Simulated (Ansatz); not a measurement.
# WSi2N4 monolayer in a perpendicular field

Aim: how the WSi2N4 monolayer screens a field along its normal, and what the field does to its bands. A positive field points along +c.

Calculated with Ansatz 0.2.0; plane-wave DFT, PBE-D3(BJ), Ansatz PAW, in the first sound run; inputs show where later runs differ.

This is a report of a sequence of runs, with most program output left out.

### Step 1. The structure

The cell holds 7 atoms: 4 N, 2 Si and 1 W. Its edges and angles: a = 2.920 Å, b = 2.920 Å, c = 45.201 Å, α = 90.0°, β = 90.0°, γ = 120.0°. Vacuum lies along c.

As a file:

```xyz
7
Lattice="2.9200 0.0000 0.0000 -1.4600 2.5288 0.0000 0.0000 0.0000 45.2010" Properties=species:S:1:pos:R:3
N     0.0000    0.0000   19.0500
Si    0.0000    1.6859   19.5194
N     0.0000    1.6859   21.2694
W     0.0000    0.0000   22.6005
N     0.0000    1.6859   23.9316
Si    0.0000    1.6859   25.6816
N     0.0000    0.0000   26.1510
```

### Step 2. Relaxation

The starting cell is a guess, so the in-plane lattice and the atoms are relaxed first, with the slab cut off from its images along the normal.

input.yaml reads:

```yaml
crystal:
  lattice:
    - [2.92, 0.0, 0.0]
    - [-1.46, 2.5287941791, 0.0]
    - [0.0, 0.0, 45.2010220828]
  atoms:
    - { symbol: "N", position: [0.0, 0.0, 0.421450647] }
    - { symbol: Si, position: [0.3333333333, 0.6666666667, 0.4318360821] }
    - { symbol: "N", position: [0.3333333333, 0.6666666667, 0.4705520207] }
    - { symbol: W, position: [0.0, 0.0, 0.5] }
    - { symbol: "N", position: [0.3333333333, 0.6666666667, 0.5294479793] }
    - { symbol: Si, position: [0.3333333333, 0.6666666667, 0.5681639179] }
    - { symbol: "N", position: [0.0, 0.0, 0.578549353] }
  periodic: [true, true, false]
kpoints:
  mp_grid: { grid: [12, 12, 1] }
hamiltonian:
  xc: pbe
  dispersion: d3bj
scf:
  occupations: { method: fermi_dirac, width: 0.05 }
  convergence: { dr2_threshold: 1.0e-09 }
relax:
  f_tol: 0.004
  max_steps: 90
  cell: {}
output:
  write_potential: true
  write_density: true
  volumetric_format: npy
```

Command:

```
$ ansatz run input.yaml --threads 4 --pin off --max-ram 6144MiB --backend cpu --events-out ev --progress --plain --runs-dir out
```

It took 20 s on 4 threads of AMD EPYC 9R45, shared host; peak memory 0.74 GiB; 74 s of CPU time.

The steps of the relaxation:

| step | energy less that of the first step (eV) | largest force component (eV/Å) | volume (Å³) |
| --- | --- | --- | --- |
| 1 | 0.0000 | 1.8517 | 333.77 |
| 2 | -0.1722 | 0.8525 | 329.06 |
| 3 | -0.2145 | 0.0886 | 326.81 |
| 4 | -0.2149 | 0.0289 | 326.83 |
| 5 | -0.2149 | 0.0189 | 327.04 |
| 6 | -0.2149 | 0.0003 | 326.99 |
| 7* | -0.2108 | 0.0004 | 326.99 |
| 8 | -0.2109 | 0.0013 | 326.90 |
| 9* | -0.2108 | 0.0012 | 326.90 |

Relaxation steps marked * repeat the geometry before them on a plane-wave basis chosen anew for their cell, so energy and pressure can jump there.

Forces are held to the 12 operations that the run works with; a distortion that breaks them can't arise in this run.

| cell as run | before | after | change |
| --- | --- | --- | --- |
| a (Å) | 2.920 | 2.890 | -1.0 % |
| b (Å) | 2.920 | 2.890 | -1.0 % |

The atoms that moved most (Å, along periodic axes as changes of fractional coordinates times the final cell, across vacuum about the mean position):

| atom | dx | dy | dz | length |
| --- | --- | --- | --- | --- |
| N5 | 0.000 | 0.000 | -0.067 | 0.067 |
| N3 | 0.000 | 0.000 | 0.067 | 0.067 |
| Si6 | 0.000 | 0.000 | -0.066 | 0.066 |
| Si2 | 0.000 | 0.000 | 0.066 | 0.066 |
| N1 | 0.000 | 0.000 | 0.012 | 0.012 |
| N7 | 0.000 | 0.000 | -0.012 | 0.012 |

Final coordinates:

```xyz
7
Lattice="2.8898 0.0000 0.0000 -1.4449 2.5026 0.0000 0.0000 0.0000 45.2010" Properties=species:S:1:pos:R:3
N     0.0000    0.0000   19.0621
Si    0.0000    1.6684   19.5851
N     0.0000    1.6684   21.3368
W     0.0000    0.0000   22.6005
N     0.0000    1.6684   23.8643
Si    0.0000    1.6684   25.6159
N     0.0000    0.0000   26.1389
```

This step gave:

```yaml
gap_on_the_k_mesh: 2.433 eV
```

The lattice constant a goes from 2.920 to 2.890 Å.

### Step 3. Atoms held, field 0

A sawtooth potential applies the field, turning back in the middle of the vacuum. With the dipole correction the typed value is the field outside the slab. The induced dipole is small, so the SCF threshold is tight.

The cell differs from the one that the last finished run ended in (c 45.201 → 25.077 Å).

input.yaml reads:

```yaml
crystal:
  lattice:
    - [2.8897841972, 0.0, 0.0]
    - [-1.4448920986, 2.5026265262, 0.0]
    - [0.0, 0.0, 25.0768678009]
  atoms:
    - { symbol: "N", position: [0.0, 0.0, 0.3588964966] }
    - { symbol: Si, position: [0.3333333333, 0.6666666667, 0.3797525647] }
    - { symbol: "N", position: [0.3333333333, 0.6666666667, 0.4496046961] }
    - { symbol: W, position: [0.0, 0.0, 0.5] }
    - { symbol: "N", position: [0.3333333333, 0.6666666667, 0.5503953039] }
    - { symbol: Si, position: [0.3333333333, 0.6666666667, 0.6202474353] }
    - { symbol: "N", position: [0.0, 0.0, 0.6411035034] }
kpoints:
  mp_grid: { grid: [18, 18, 1] }
  band_path:
    path: [[0, 0, 0], [0.5, 0, 0], [0.33333333, 0.33333333, 0], [0, 0, 0]]
    npoints: 16
hamiltonian:
  xc: pbe
  dispersion: d3bj
scf:
  occupations: { method: fermi_dirac, width: 0.05 }
  convergence: { dr2_threshold: 1.0e-10 }
efield:
  axis: 3
  dipole_correction: true
  ramp_position: 0.97
  ramp_width: 0.06
  amplitude: 0
output:
  dos: { projected: true, e_range: [-6, 5] }
  bader: true
  write_potential: true
  write_density: true
  volumetric_format: npy
  elf: true
```

The job ended after 15 s (4 threads; peak memory 0.62 GiB; 60 s of CPU time).

Numbers from this step:

| Quantity | Value |
| --- | --- |
| dipole along the normal | 4.12e-7 e·Å |
| gap along the path | 2.433 eV |
| smallest direct gap along the path | 2.774 eV |
| ionisation energy, upper face | 5.344 eV |
| electron affinity, upper face | 2.911 eV |
| gap, the smaller of path and mesh | 2.433 eV |

Running mean over a fixed 2.6 Å (it still follows the layers) of the planar mean; the ramp of the sawtooth is left out. Table of electron's electrostatic potential energy less the Fermi level by z:

| z (Å) | electron's electrostatic potential energy less the Fermi level (eV) |
| --- | --- |
| 3.5 | 4.13 |
| 4.0 | 4.13 |
| 4.5 | 4.13 |
| 5.0 | 4.13 |
| 5.5 | 4.13 |
| 6.0 | 4.11 |
| 6.5 | 4.04 |
| 7.0 | 3.66 |
| 7.5 | 1.66 |
| 8.0 | -2.86 |
| 8.5 | -7.27 |
| 9.0 | -9.73 |
| 9.5 | -10.7 |
| 10.0 | -11.6 |
| 10.5 | -10.4 |
| 11.0 | -9.62 |
| 11.5 | -11.5 |
| 12.0 | -13.9 |
| 12.5 | -14.9 |
| 13.0 | -14.2 |
| 13.5 | -11.9 |
| 14.0 | -9.79 |
| 14.5 | -10.1 |
| 15.0 | -11.5 |
| 15.5 | -10.9 |
| 16.0 | -9.93 |
| 16.5 | -7.78 |
| 17.0 | -3.63 |
| 17.5 | 1.09 |
| 18.0 | 3.52 |
| 18.5 | 4.02 |
| 19.0 | 4.11 |
| 19.5 | 4.13 |
| 20.0 | 4.13 |
| 20.5 | 4.13 |
| 21.0 | 4.13 |
| 21.5 | 4.13 |
| 22.0 | 4.13 |

The density of states has structure finer than the step of the table below, so its rows give means over 0.25 eV, whole bins alone (the curve runs from -6 to 3.21 eV). Peaks (eV: height): -4.980: 6.95, -4.620: 6.38, -3.770: 10.7, -2.360: 9.93, 1.610: 17.5, 1.910: 11.9, 2.380: 7.12.

Table of density of states by energy, zero at the Fermi level of the run, which the smearing sets inside the gap; means over each step:

energy (eV), density of states (states/eV a cell) and a bar:
```
    -5.75        2.3 ##########
    -5.50        2.8 ###########
    -5.25        3.0 ############
    -5.00        4.3 ##################
    -4.75        3.8 ###############
    -4.50        3.9 ################
    -4.25        3.7 ###############
    -4.00        3.6 ###############
    -3.75        7.3 ##############################
    -3.50        3.7 ###############
    -3.25        1.1 #####
    -3.00        0.8 ###
    -2.75        0.1 #
    -2.50        0.8 ###
    -2.25        4.0 ################
    -2.00        1.5 ######
    -1.75        1.0 ####
    -1.50        0.5 ##
    -1.25        0.3 #
    -1.00        0.0 
    -0.75        0.0 
    -0.50        0.0 
    -0.25        0.0 
     0.00        0.0 
     0.25        0.0 
     0.50        0.0 
     0.75        0.0 
     1.00        0.0 
     1.25        0.3 #
     1.50        3.0 ############
     1.75        5.1 #####################
     2.00        3.3 #############
     2.25        3.3 #############
     2.50        4.4 ##################
     2.75        3.0 ############
     3.00        2.1 ########
```

Projected DOS per atom over height of the atomic layer and energy from the Fermi level. Layers: N Si N W N Si N from below.

Values in states/eV, 22 rows by 7 columns, each cell a mean:
```
0.07 0.17 0.14 1.14 0.14 0.17 0.07
0.18 0.36 0.23 1.78 0.23 0.36 0.18
0.22 0.43 0.23 1.22 0.23 0.43 0.22
0.26 0.48 0.46 2.05 0.46 0.48 0.26
0.07 0.15 0.07 0.47 0.07 0.15 0.07
0.00 0.00 0.00 0.00 0.00 0.00 0.00
0.00 0.00 0.00 0.00 0.00 0.00 0.00
0.00 0.00 0.00 0.00 0.00 0.00 0.00
0.00 0.00 0.00 0.00 0.00 0.00 0.00
0.00 0.00 0.00 0.00 0.00 0.00 0.00
0.01 0.00 0.02 0.11 0.02 0.00 0.01
0.02 0.01 0.06 0.50 0.06 0.01 0.02
0.04 0.02 0.14 1.21 0.14 0.02 0.04
0.06 0.03 0.17 1.70 0.17 0.03 0.06
0.11 0.00 0.09 0.01 0.09 0.00 0.11
0.30 0.01 0.36 0.07 0.36 0.01 0.30
1.44 0.04 1.36 0.41 1.36 0.04 1.44
0.58 0.03 0.90 0.58 0.90 0.03 0.58
0.68 0.06 0.87 0.62 0.87 0.06 0.68
0.62 0.08 0.87 0.60 0.87 0.08 0.62
0.55 0.09 0.53 0.42 0.53 0.09 0.55
0.56 0.12 0.31 0.36 0.31 0.12 0.56
```
Columns: height of the atomic layer (Å) from 9 to 16.1 (not evenly spaced); rows upwards: energy from the Fermi level (eV) from -5.96 to 3.22.

Electronic bands along the path, in eV, zero at the Fermi level of the run, which the smearing sets inside the gap:

| point | band 18 | band 19 | band 20 | band 21 | band 22 | band 23 | band 24 | band 25 |
| --- | --- | --- | --- | --- | --- | --- | --- | --- |
| Γ | -3.75 | -3.69 | -3.69 | -1.21 | 1.91 | 1.91 | 2.56 | 2.56 |
| halfway | -4.61 | -4.18 | -3.74 | -2.21 | 1.66 | 2.09 | 2.40 | 3.78 |
| M | -3.83 | -3.80 | -3.27 | -2.35 | 1.22 | 1.54 | 3.17 | 3.34 |
| halfway | -4.48 | -3.65 | -3.22 | -1.99 | 2.04 | 2.33 | 2.64 | 3.83 |
| K | -5.48 | -3.56 | -2.82 | -1.52 | 1.26 | 2.25 | 3.57 | 3.95 |
| halfway | -4.03 | -3.88 | -3.85 | -2.34 | 1.59 | 2.58 | 2.65 | 3.97 |
| Γ | -3.75 | -3.69 | -3.69 | -1.21 | 1.91 | 1.91 | 2.56 | 2.56 |

Electrostatic potential energy in the ca plane at fractional y = 0.667, with atoms of Si and N within 0.2 Å of it. With pseudopotentials it is smooth inside the atoms' cores, unlike the true potential.

Values in eV, 5 rows by 16 columns, each cell a mean:
```
  7   7   7   7   7   7   7   2  -1   3  -2 -22  -2   3  -1   2
  7   7   7   7   7   7   7   1  -9   1  -2 -14  -2   1  -9   1
  7   7   7   7   7   7   6  -9 -47 -18 -30  -2 -30 -18 -47  -9
  7   7   7   7   7   7   6 -13 -54 -25 -40  -1 -40 -25 -54 -13
  7   7   7   7   7   7   6  -1 -20  -2  -6  -8  -6  -2 -20  -1
```
Columns run along c (16.0 Å, from fractional 0.05 to 0.69 of the cell; values clipped at the 3rd and 97th percentile), rows up along a (2.9 Å). Atoms in or near the plane, at fractional coordinates: Si at (0.38, 0.33), N at (0.45, 0.33), N at (0.55, 0.33), Si at (0.62, 0.33).

Valence density in the ca plane at fractional y = 0.667, with atoms of Si and N within 0.2 Å of it. It is the smooth field of the valence electrons, not physical close to the nuclei.

Ten steps, logarithmic in the rise over the least value, from '0' (0.0 e/Å³) to '9' (3.4 e/Å³), each cell a mean:
```
00000000000000000013566543334567754433456653
00000000000000000013566543334567754433456654
00000000000000000013456544456666666554456653
00000000000000000012455555788765578876545543
00000000000000000012343356899865589997533442
00000000000000000012343357899865689997533442
00000000000000000012455456788765578876545543
00000000000000000013456544566666666654456653
```
Columns run along c (16.0 Å, from fractional 0.05 to 0.69 of the cell), rows up along a (2.9 Å). Atoms in or near the plane, at fractional coordinates: Si at (0.38, 0.33), N at (0.45, 0.33), N at (0.55, 0.33), Si at (0.62, 0.33).

ELF in the ca plane at fractional y = 0.667, with atoms of Si and N within 0.2 Å of it. It is the smooth field of the valence electrons, not physical close to the nuclei.

Values, 5 rows by 16 columns, each cell a mean:
```
0.00 0.00 0.00 0.00 0.00 0.01 0.23 0.64 0.58 0.11 0.15 0.38 0.15 0.11 0.58 0.64
0.00 0.00 0.00 0.00 0.00 0.01 0.14 0.59 0.58 0.33 0.44 0.25 0.44 0.33 0.58 0.59
0.00 0.00 0.00 0.00 0.00 0.00 0.04 0.28 0.24 0.74 0.64 0.27 0.64 0.74 0.24 0.28
0.00 0.00 0.00 0.00 0.00 0.00 0.03 0.19 0.21 0.78 0.51 0.31 0.51 0.78 0.21 0.19
0.00 0.00 0.00 0.00 0.00 0.00 0.10 0.51 0.50 0.50 0.62 0.21 0.62 0.50 0.50 0.51
```
Columns run along c (16.0 Å, from fractional 0.05 to 0.69 of the cell), rows up along a (2.9 Å). Atoms in or near the plane, at fractional coordinates: Si at (0.38, 0.33), N at (0.45, 0.33), N at (0.55, 0.33), Si at (0.62, 0.33).

The gap is 2.43 eV, with the valence edge 5.34 eV and the conduction edge 2.91 eV under the upper vacuum level. Spin-orbit coupling, left out in this run, matters for the bands of elements this heavy.

### Step 4. Atoms held, field 0.05 V/Å

Edit input.yaml of step 3 so:

```diff
@@ -29,6 +29,4 @@
   ramp_width: 0.06
-  amplitude: 0
+  amplitude: 0.05
 output:
-  dos: { projected: true, e_range: [-6, 5] }
-  bader: true
   write_potential: true
@@ -36,2 +34 @@
   volumetric_format: npy
-  elf: true
```

Run time: 4.5 s. Hardware: 4 threads; peak memory 0.59 GiB; 17 s of CPU time.

The dipole is 0.0157 e·Å, and the gap 2.431 eV.

### Step 5. Atoms held, field -0.05 V/Å

Edit input.yaml of step 4 so:

```diff
@@ -29,3 +29,3 @@
   ramp_width: 0.06
-  amplitude: 0.05
+  amplitude: -0.05
 output:
```

Wall time 4.6 s (4 threads); peak memory 0.59 GiB; 17 s of CPU time.

The dipole is -0.0157 e·Å, and the gap 2.431 eV.

### Step 6. Atoms held, field 0.1 V/Å

Edit input.yaml of step 5 so:

```diff
@@ -29,3 +29,3 @@
   ramp_width: 0.06
-  amplitude: -0.05
+  amplitude: 0.1
 output:
```

Wall time 4.6 s (4 threads); peak memory 0.59 GiB.

The dipole is 0.0313 e·Å, and the gap 2.427 eV.

### Step 7. Atoms held, field 0.2 V/Å

Edit input.yaml of step 6 so:

```diff
@@ -29,3 +29,3 @@
   ramp_width: 0.06
-  amplitude: 0.1
+  amplitude: 0.2
 output:
```

Elapsed: 4.9 s, on 4 threads; peak memory 0.59 GiB.

The dipole is 0.0627 e·Å, and the gap 2.411 eV.

### Step 8. Atoms held, field 0.3 V/Å

Edit input.yaml of step 7 so:

```diff
@@ -29,4 +29,6 @@
   ramp_width: 0.06
-  amplitude: 0.2
+  amplitude: 0.3
 output:
+  dos: { projected: true, e_range: [-6, 5] }
+  bader: true
   write_potential: true
@@ -34 +36,2 @@
   volumetric_format: npy
+  elf: true
```

It took 16 s on 4 threads; peak memory 0.6 GiB.

The dipole is 0.0941 e·Å, and the gap 2.387 eV.

### Step 9. Response, atoms held

This step: plane-wave DFT, PBE-D3(BJ), Ansatz PAW; response to a field along the normal, atoms held (Ansatz 0.2.0).

The dipoles give the slope, and the difference of two potentials shows where the field is screened.

This step gave:

```
equivalent conductor thickness p/(ε₀AE) : 7.844 Å
distance between the outer atoms        : 7.077 Å
```

Table of dipole of the cell by applied field:

| applied field (V/Å) | dipole of the cell (e·Å) |
| --- | --- |
| -0.050 | -0.0157 |
| 0.000 | 4.1e-7 |
| 0.050 | 0.0157 |
| 0.100 | 0.0313 |
| 0.200 | 0.0627 |
| 0.300 | 0.0941 |

Local field over the applied field, running mean. From the potentials at -0.05 and 0.05 V/Å; running mean over 2.5 Å. Table of local field over applied field by z:

| z (Å) | local field over applied field |
| --- | --- |
| 4.5 | 1.000 |
| 5.0 | 0.998 |
| 5.5 | 0.995 |
| 6.0 | 0.983 |
| 6.5 | 0.949 |
| 7.0 | 0.867 |
| 7.5 | 0.726 |
| 8.0 | 0.562 |
| 8.5 | 0.401 |
| 9.0 | 0.289 |
| 9.5 | 0.216 |
| 10.0 | 0.186 |
| 10.5 | 0.168 |
| 11.0 | 0.154 |
| 11.5 | 0.115 |
| 12.0 | 0.0838 |
| 12.5 | 0.0688 |
| 13.0 | 0.0806 |
| 13.5 | 0.109 |
| 14.0 | 0.149 |
| 14.5 | 0.166 |
| 15.0 | 0.183 |
| 15.5 | 0.209 |
| 16.0 | 0.275 |
| 16.5 | 0.381 |
| 17.0 | 0.536 |
| 17.5 | 0.702 |
| 18.0 | 0.849 |
| 18.5 | 0.940 |
| 19.0 | 0.980 |
| 19.5 | 0.994 |
| 20.0 | 0.998 |
| 20.5 | 0.999 |
| 21.0 | 1.000 |

The induced electron density oscillates, so the rows of the table below give means over windows of 1 Å about each position, cut where the curve ends. Its maxima inside the range that stand out by 2 % of the span (Å: e/Å³ per V/Å): 8.2: 0.00385, 9.2: 0.00125, 10.6: 0.00152, 11.3: 0.00129, 13.2: 4.1e-4, 14.1: -2.4e-4, 15.3: 0.00225, 16.2: -5.4e-4. Its minima: 8.9: 5.4e-4, 9.8: -0.00225, 11.0: 2.4e-4, 11.8: -4.1e-4, 13.8: -0.00129, 14.5: -0.00152, 15.9: -0.00125, 16.9: -0.00385.

Electrons, planar mean, per unit field. Induced electron density against z; means over each step:

| z (Å) | induced electron density (e/Å³ per V/Å) |
| --- | --- |
| 5 | 7.4e-6 |
| 6 | 9.0e-5 |
| 7 | 8.0e-4 |
| 8 | 0.00312 |
| 9 | 8.4e-4 |
| 10 | -5.9e-4 |
| 11 | 9.2e-4 |
| 12 | -6.3e-5 |
| 13 | 1.1e-4 |
| 14 | -8.5e-4 |
| 15 | 3.5e-4 |
| 16 | -5.5e-4 |
| 17 | -0.00313 |
| 18 | -9.3e-4 |
| 19 | -1.1e-4 |
| 20 | -9.0e-6 |
| 21 | -1.0e-6 |

The smaller of the gaps on the path and on the k-mesh, counted as 0 under 0.03 eV. Gap against applied field:

| applied field (V/Å) | gap (eV) |
| --- | --- |
| -0.050 | 2.43 |
| 0.000 | 2.43 |
| 0.050 | 2.43 |
| 0.100 | 2.43 |
| 0.200 | 2.41 |
| 0.300 | 2.39 |

By hand: between -0.05 and 0.05 V/Å the dipole changes by 0.03135 e·Å, a slope of 0.3135 e·Å²/V. A perfect conductor of thickness t has p = ε₀AEt, so t = 180.95 × 0.3135 / 7.232 = 7.84 Å (e/ε₀ = 180.95 V·Å, A in Å²).

The induced dipole is that of a conductor 7.84 Å thick.

### Step 10. Relaxing in the field, field 0.1 V/Å

This step: plane-wave DFT, PBE-D3(BJ), Ansatz PAW (Ansatz 0.2.0).

Now the atoms may follow the field. A weak field makes forces of meV/Å to tens of meV/Å, so the force tolerance is set well below the usual one.

Edit input.yaml of step 8 so:

```diff
@@ -14,6 +14,3 @@
 kpoints:
-  mp_grid: { grid: [18, 18, 1] }
-  band_path:
-    path: [[0, 0, 0], [0.5, 0, 0], [0.33333333, 0.33333333, 0], [0, 0, 0]]
-    npoints: 16
+  mp_grid: { grid: [12, 12, 1] }
 hamiltonian:
@@ -29,6 +26,7 @@
   ramp_width: 0.06
-  amplitude: 0.3
+  amplitude: 0.1
+relax:
+  f_tol: 0.001
+  max_steps: 60
 output:
-  dos: { projected: true, e_range: [-6, 5] }
-  bader: true
   write_potential: true
@@ -36,2 +34 @@
   volumetric_format: npy
-  elf: true
```

Elapsed: 6.2 s, on 4 threads; peak memory 0.53 GiB; 23 s of CPU time.

Hardly anything moved in the relaxation; the energy changed by under 0.2 meV an atom.

Numbers from this step:

* gap on the k-mesh: 2.431 eV
* dipole along the normal: 0.03392 e·Å

The relaxation took 6 steps and lowered the energy by 1.3e-4 eV; the largest force on the free atoms ends at 1.2e-5 eV/Å.

The dipole is 0.0339 e·Å, and the gap on the mesh 2.431 eV.

### Step 11. Field on, atoms free, field -0.1 V/Å

The opposite sign, again from the field-free geometry; the difference of the two cancels what relaxes without a field.

Edit input.yaml of step 10 so:

```diff
@@ -26,3 +26,3 @@
   ramp_width: 0.06
-  amplitude: 0.1
+  amplitude: -0.1
 relax:
```

Elapsed: 6.4 s, on 4 threads; peak memory 0.52 GiB; 24 s of CPU time.

No atom moved by 0.005 Å in the relaxation.

This step gave:

- dipole along the normal: -0.03392 e·Å

The relaxation took 6 steps and lowered the energy by 1.3e-4 eV; the largest force on the free atoms ends at 1.0e-5 eV/Å.

The dipole is -0.0339 e·Å, and the gap on the mesh 2.431 eV.

(Continued in part 2 of 2.)

[Logs are printed without paths, hosts, clocks, repeated set-up lines and the standing remarks that a program may print on its own settings, such as how far it seeks lower states.]

[Hosts, paths, dates, database ids (printed as entryN), source tags and the programs' standing remarks are cut or masked in the printed files.]

[Maps of the electrostatic potential energy from Ansatz leave out the sawtooth potential of an applied field or a dipole correction, so their vacuum need not be flat; planar profiles and work functions include it.]

[The density of states shown here was stored with 400 of the rows of the run's finer table, so its peaks can read low, often by over a quarter, or be missed, and its means over a window can be off by a tenth or more.]
